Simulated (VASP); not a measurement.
# MgO: G0W0 levels extrapolated to a complete basis

MgO, Fm-3m (no. 225), 2 atoms in the cell. PBE, G0W0 extrapolated in the basis; PAW potentials Mg_GW, O_GW (PBE set).

GW scheme: G0W0; Iterations: 1; Response cutoff over orbital cutoff: 0.5; Orbital cutoffs (eV): (450 560 710); Frequency points: 48.

## Input

INCAR.step1:
```
SYSTEM = MgO
  ALGO = Normal
  EDIFF = 1E-8
  ENCUT = 450
  GGA = PE
  ISMEAR = 0
  LASPH = .True.
  LCHARG = .False.
  LREAL = .False.
  LWAVE = .True.
  NELM = 150
  PREC = Accurate
  SIGMA = 0.05
```

INCAR.step2, as INCAR.step1 but for:
```
- ALGO = Normal
- NELM = 150
+ ALGO = Exact
+ ISTART = 1
+ LOPTICS = .True.
+ NBANDS = 411
+ NELM = 1
```

INCAR.step3:
```
SYSTEM = MgO
  ALGO = EVGW0
  ENCUT = 450
  ENCUTGW = 225
  GGA = PE
  ISMEAR = 0
  ISTART = 1
  LASPH = .True.
  LCHARG = .False.
  LREAL = .False.
  LWAVE = .False.
  NBANDS = 412
  NBANDSGW = 8
  NELMGW = 1
  NOMEGA = 48
  PREC = Accurate
  PRECFOCK = Fast
  SIGMA = 0.05
```

INCAR.step4:
```
SYSTEM = MgO
  ALGO = Normal
  EDIFF = 1E-8
  ENCUT = 560
  GGA = PE
  ISMEAR = 0
  LASPH = .True.
  LCHARG = .False.
  LREAL = .False.
  LWAVE = .True.
  NELM = 150
  PREC = Accurate
  SIGMA = 0.05
```

INCAR.step5, as INCAR.step4 but for:
```
- ALGO = Normal
- NELM = 150
+ ALGO = Exact
+ ISTART = 1
+ LOPTICS = .True.
+ NBANDS = 568
+ NELM = 1
```

INCAR.step6:
```
SYSTEM = MgO
  ALGO = EVGW0
  ENCUT = 560
  ENCUTGW = 280
  GGA = PE
  ISMEAR = 0
  ISTART = 1
  LASPH = .True.
  LCHARG = .False.
  LREAL = .False.
  LWAVE = .False.
  NBANDS = 568
  NBANDSGW = 8
  NELMGW = 1
  NOMEGA = 48
  PREC = Accurate
  PRECFOCK = Fast
  SIGMA = 0.05
```

INCAR.step7:
```
SYSTEM = MgO
  ALGO = Normal
  EDIFF = 1E-8
  ENCUT = 710
  GGA = PE
  ISMEAR = 0
  LASPH = .True.
  LCHARG = .False.
  LREAL = .False.
  LWAVE = .True.
  NELM = 150
  PREC = Accurate
  SIGMA = 0.05
```

INCAR.step8, as INCAR.step7 but for:
```
- ALGO = Normal
- NELM = 150
+ ALGO = Exact
+ ISTART = 1
+ LOPTICS = .True.
+ NBANDS = 821
+ NELM = 1
```

INCAR.step9:
```
SYSTEM = MgO
  ALGO = EVGW0
  ENCUT = 710
  ENCUTGW = 355
  GGA = PE
  ISMEAR = 0
  ISTART = 1
  LASPH = .True.
  LCHARG = .False.
  LREAL = .False.
  LWAVE = .False.
  NBANDS = 824
  NBANDSGW = 8
  NELMGW = 1
  NOMEGA = 48
  PREC = Accurate
  PRECFOCK = Fast
  SIGMA = 0.05
```

KPOINTS:
```
k-points
0
Gamma
  2 2 2
```

POSCAR:
```
MgO
1.0
    0.0000000000      2.0970013927      2.0970013927
    2.0970013927      0.0000000000      2.0970013927
    2.0970013927      2.0970013927      0.0000000000
Mg O
1 1
Direct
    0.0000000000      0.0000000000      0.0000000000
    0.5000000000      0.5000000000      0.5000000000
```

Commands (each step's output is kept before the next begins):
```
cat potpaw_PBE.64/Mg_GW/POTCAR potpaw_PBE.64/O_GW/POTCAR > POTCAR
cp INCAR.step1 INCAR
mpirun -np 4 vasp_std > vasp.out
cp INCAR.step2 INCAR
mpirun -np 4 vasp_std > vasp.out
cp INCAR.step3 INCAR
mpirun -np 4 vasp_std > vasp.out
rm WAVECAR CHG WAVEDER
cp INCAR.step4 INCAR
mpirun -np 4 vasp_std > vasp.out
cp INCAR.step5 INCAR
mpirun -np 4 vasp_std > vasp.out
cp INCAR.step6 INCAR
mpirun -np 4 vasp_std > vasp.out
rm WAVECAR CHG WAVEDER
cp INCAR.step7 INCAR
mpirun -np 4 vasp_std > vasp.out
cp INCAR.step8 INCAR
mpirun -np 4 vasp_std > vasp.out
cp INCAR.step9 INCAR
mpirun -np 4 vasp_std > vasp.out
```

## Result

- Gap on the mesh, extrapolated (eV): 7.00
- Gap at the zone centre, extrapolated (eV): 7.00
- Shift of the valence top, extrapolated (eV): -1.79
- Shift of the conduction bottom, extrapolated (eV): 0.61
- Largest miss of the line in the mesh gap (eV): 0.003

Levels against the basis:

| orbital cutoff (eV) | plane waves | bands | gap (eV) | gap at the zone centre (eV) | shift of the valence top (eV) | shift of the conduction bottom (eV) |
|---|---|---|---|---|---|---|
| 450 | 411 | 412 | 6.834 | 6.834 | -1.389 | 0.842 |
| 560 | 568 | 568 | 6.885 | 6.885 | -1.488 | 0.793 |
| 710 | 821 | 824 | 6.917 | 6.917 | -1.593 | 0.720 |

VASP 6.6.1 took 52 s on 4 cores (Intel Xeon Platinum 8259CL @ 2.50GHz (Skylake/Cascade Lake)), a shared host.
